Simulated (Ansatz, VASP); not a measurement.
**Two plane-wave programs on Pt**

The input INCAR:

```
SYSTEM = Pt
PREC     = Accurate       ! precision mode
ENCUT    = 520            ! plane-wave cutoff, eV
EDIFF    = 1E-7           ! SCF threshold, eV
ISMEAR   = -1             ! smearing method
SIGMA    = 0.05           ! smearing width, eV
LREAL    = .False.        ! projectors in reciprocal space
LASPH    = .True.         ! aspherical terms in the spheres
NELM     = 80             ! most SCF steps
ALGO     = Normal         ! electronic algorithm
ISIF     = 2              ! what is computed and relaxed
LWAVE    = .False.        ! write WAVECAR
LCHARG   = .False.        ! write CHGCAR
NBANDS   = 11             ! bands
```

File KPOINTS:

```
Automatic mesh
0
Gamma
  12 12 12
  0 0 0
```

POSCAR

```
Pt
1.0
   -1.6050673907      1.6050673907      1.6050673907
    1.6050673907     -1.6050673907      1.6050673907
    1.6050673907      1.6050673907     -1.6050673907
Pt
1
Direct
    0.0000000000      0.0000000000      0.0000000000
```

Contents of input.yaml:

```yaml
crystal:
  lattice:
    - [-1.6050673907, 1.6050673907, 1.6050673907]
    - [1.6050673907, -1.6050673907, 1.6050673907]
    - [1.6050673907, 1.6050673907, -1.6050673907]
  atoms:
    - { symbol: Pt, position: [0.0, 0.0, 0.0] }
hamiltonian:
  xc: lda
  pseudopotentials: { kind: paw }
kpoints:
  mp_grid: { grid: [12, 12, 12] }
scf:
  occupations: { method: fermi_dirac, width: 0.05 }
output:
  forces: true
  stress: true
  eigenvalues: true
```

This isn't the form of Pt at room conditions, which is fcc.

Alike in both runs: task single point; functional LDA; k mesh 12 × 12 × 12; occupations fermi-dirac, width 0.05 eV; no spin polarisation.

|  | VASP | Ansatz |
| --- | --- | --- |
| version | VASP 6.6.1 | Ansatz 0.2.0 |
| potentials or method | VASP PAW LDA potentials, release 64 (Pt) | Ansatz PAW |
| plane-wave cutoff (eV) | 520 | 420 |
| valence electrons in the cell | 10 | 18 |

```tsv
	VASP	Ansatz	Ansatz less VASP
gap on the k mesh at the Fermi level (eV)	none	none	-
pressure (GPa)	-22.9	-23.4	-0.48
```

A gap of «none» marks a metal or a gap that the smearing closes. The two sets of potentials don't hold the same shells in valence.

Caveats: so large a pressure means that the cell lies far from this level's equilibrium, or that cutoff or potentials fall short (VASP); the PAW data sets come from PBE, with cores solved anew for the run's functional, which leaves a small shift of forces and pressure (Ansatz). Spin-orbit coupling is left out, which matters for the levels of Pt.
